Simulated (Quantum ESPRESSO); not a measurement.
ZrS2:

```xyz
3
Lattice="3.6914 0.0000 0.0000 -1.8457 3.1968 0.0000 0.0000 0.0000 6.0411" Properties=species:S:1:pos:R:3 pbc="T T T"
Zr    0.0000    0.0000    0.0000
S     0.0000    2.1312    1.4372
S     1.8457    1.0656    4.6038
```

The cell is a database's computed one.

Base run:

| Item | Value |
| --- | --- |
| Program | Quantum ESPRESSO 7.5 |
| Functional | PBE |
| Potentials or basis | PseudoDojo 0.4.1 SR PBE standard |
| Cutoff | 898 eV |
| Density cutoff | 3592 eV |
| k mesh | 8 × 8 × 5 |
| Occupations | fermi-dirac, width 0.05 eV |
| Spin | no spin polarisation |

Its results: band gap on the k mesh 1.05 eV, indirect (least direct gap 1.63 eV); pressure 0.5 GPa; largest force 0.053 eV/Å.

Problem. The run is repeated on the same cell with these changes: functional from PBE to vdW-DF3-opt1. What comes out?

Solution. Band gap on the k mesh 0.99 eV, indirect (least direct gap 1.57 eV); pressure -1.7 GPa; largest force 0.047 eV/Å.

Caveats: some levels on the path didn't converge; this functional lacks dispersion, which binds the layers, so the pressure and a relaxed spacing across them are unreliable (some runs); the potentials were made for another functional, which shifts forces and pressure (some runs).

Not every run made on this cell is shown here.
